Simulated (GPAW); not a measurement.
## Energy mapping worked by hand: 1 ML Cr on Rh(001), 3 substrate layers

Can a spin model with one coupling foretell the energy of a further order of 1 ML Cr on Rh(001), 3 substrate layers?

Program: GPAW 26.7.0. Level of theory: PBE; plane waves with GPAW's PAW setups, scalar-relativistic. Results are calculated unless marked as measured.

## Step 1: The starting structure

The cell holds 4 atoms: 3 Rh and 1 Cr. Cell: a = 2.684 Å, b = 2.684 Å, c = 19.605 Å, α = 90.0°, β = 90.0°, γ = 90.0°. pseudomorphic film on the substrate's lattice, hard-sphere layer spacings, unrelaxed, 14 A of vacuum. Vacuum lies along c.

## Step 2: The parallel order

All energies count from this run.

The input, order1.py:

```python
import json
import numpy as np
from ase import Atoms
from ase.parallel import paropen, parprint
from gpaw import GPAW

atoms = Atoms(['Rh', 'Rh', 'Rh', 'Cr'],
    cell=[[2.683965, 0.0, 0.0],
         [0.0, 2.683965, 0.0],
         [0.0, 0.0, 19.604832]],
    scaled_positions=[[0.0, 0.0, 0.357055],
         [0.5, 0.5, 0.45386],
         [0.0, 0.0, 0.550665],
         [0.5, 0.5, 0.642945]],
    pbc=True,
    magmoms=[0.0, 0.0, 0.0, 2.5])
atoms.calc = GPAW(mode={'name': 'pw', 'ecut': 500},
    xc='PBE',
    kpts={'size': (12, 12, 1), 'gamma': True},
    occupations={'name': 'fermi-dirac', 'width': 0.05},
    convergence={'density': 1e-05, 'energy': 1e-05},
    maxiter=250,
    symmetry={'tolerance': 1e-4},
    txt='order1.txt')
e = atoms.get_potential_energy(force_consistent=True)
res = {'free_energy': e, 'energy_sigma0': atoms.get_potential_energy(), 'fermi_energy': atoms.calc.get_fermi_level()}
res['moments'] = atoms.get_magnetic_moments().tolist()
res['total'] = atoms.get_magnetic_moment()
parprint('site moments (muB):', np.round(res['moments'], 3))
parprint(f"total moment: {res['total']:.3f} muB")
parprint(f'free energy: {e:.6f} eV')
atoms.calc.write('order1.gpw')
with paropen('results.json', 'w') as f:
    json.dump(res, f)
```

Command:

```sh
$ OMP_NUM_THREADS=1 mpirun -n 4 gpaw python order1.py > order1.log
```

Numbers of over 12 decimals in the logs are rounded to 6 here.

What it wrote:

```text
site moments (muB): [ 0.03  -0.142 -0.13   3.082]
total moment: 3.504 muB
free energy: -28.796616 eV

--- order1.txt ---
Input parameters:
  mode=PW(ecut=500),
  convergence={'density': 1e-05, 'energy': 1e-05},
  kpts=MonkhorstPack(size=(12, 12, 1), gamma=True),
  maxiter=250,
  occupations=Occupations(name='fermi-dirac', width=0.05),
  symmetry=Symmetry(tolerance=0.0001),
  xc=XC(name='PBE')

[...]
|         22 |         0.294 |     1.000 |         0.966 |     1.000 |
[...]
|         31 |         2.450 |     0.000 |         4.467 |     0.000 |
|         32 |         2.450 |     0.000 |         4.467 |     0.000 |
|         33 |         3.879 |     0.000 |         4.859 |     0.000 |
|        ... |               |           |               |           |
|         36 |         7.906 |     0.000 |         8.152 |     0.000 |

No gap
No difference between direct/indirect transitions

[key lines of the parts left out:]
Free energy:     -28.796616
Converged in 48 steps
dipole moment: (-16.153312, -16.153312, 0.086966)  # |e|*Ang
Fermi level: 1.698
```

The job ended after 2.2 min (4 MPI ranks of Arm Neoverse V1, shared host; peak memory 1.1 GiB).

Spin moment in the augmentation sphere by atom:

```
atom  spin moment in the augmentation sphere (μB)
 Rh1                                         0.03
 Rh2                                        -0.14
 Rh3                                        -0.13
 Cr4                                         3.08
```

This step gave:

* magnetization: 3.504 μB
* final state: ferromagnetic

After 48 cycles the largest moment stands at 3.08 μB.

## Step 3: The orders used for the fit

The other orders were run with the same settings, on meshes that hold the same points. Free energies (smearing 0.05 eV, its entropy term included) are divided by the number of Cr atoms; q is in fractions of the reciprocal vectors of the first run's cell.

```
            order  atoms     mesh  free energy (eV)  eV per Cr  largest moment (μB)
              F +      4  12×12×1          -28.7966   -28.7966                 3.08
AF q=(0,1/2,0) +-      8   12×6×1          -58.1027   -29.0513                 2.93
```

## Step 4: Counting neighbours

With E = −Σ J e_i·e_j over ordered pairs of unit vectors, turning a neighbour from parallel to opposed costs 2J a Cr atom. So an order lies 2 Σ n J over the parallel one, n being the opposed neighbours in each shell.

```
shell  distance (Å)  neighbours  opposed in AF q=(0,1/2,0) +-  opposed in AF q=(1/2,1/2,0) +-
   J1          2.68           4                             2                               4
   J2          3.80           4                             4                               0
```

Only J1 is kept.

## Step 5: Solving

```
2 × 2 × J1 = -254.72 meV    (AF q=(0,1/2,0) +-)
J1 = -63.68 meV
```

## Step 6: The test

The couplings now give the orders that were left out:

```
2 × 4 × (-63.68) = -509.44 meV    (AF q=(1/2,1/2,0) +-)
```

The runs themselves:

```
              order  atoms    mesh  free energy (eV)  eV per Cr  largest moment (μB)  over the parallel order (meV)  foretold (meV)
AF q=(1/2,1/2,0) +-      8  6×12×1          -58.2355   -29.1178                 2.86                        -321.13         -509.44
```

## Step 7: One more shell

The miss asks for the next shell, which takes one more order into the fit and leaves none for a test.

```
2 × 2 × J1 + 2 × 4 × J2 = -254.72 meV    (AF q=(0,1/2,0) +-)
2 × 4 × J1 = -321.13 meV    (AF q=(1/2,1/2,0) +-)
J1 = -40.14 meV
J2 = -11.77 meV
```

## Step 8: Summary of results

```json
{"J1 (Cr–Cr at 2.68 Å)": "-63.7 meV", "largest miss on the orders left out": "188 meV", "J1 with 2 shells": "-40.1 meV", "J2 with 2 shells": "-11.8 meV"}
```

In words: The model misses the order left out by 188 meV, 59 % of the span of the orders, so it fails: these couplings alone don't describe the crystal. With the next shell added the couplings are J1 = -40.14 and J2 = -11.77 meV, untested. The first dropped shell that the test feels is J2 at 3.80 Å. The site moments spread by 7.1 % over the orders. In a metal couplings reach far, and the mesh was not tested. The couplings are effective ones: further shells with opposed neighbours are folded into them or show in the miss. No mean-field temperature is given: it needs a model that holds, an unfrustrated order and couplings in all three dimensions.

[Logs and program files are shortened in this print: banners, set-up blocks, solver, clock and traceback lines can be left out without a mark of their own.]

[Logs are printed without paths, hosts, clocks, repeated set-up lines and the standing remarks that a program may print on its own settings, such as how far it seeks lower states.]

[Hosts, paths, dates, database ids (printed as entryN), source tags and the programs' standing remarks are cut or masked in the printed files.]

[Where a cell is said to come from a database of computed structures, the database is the Materials Project.]
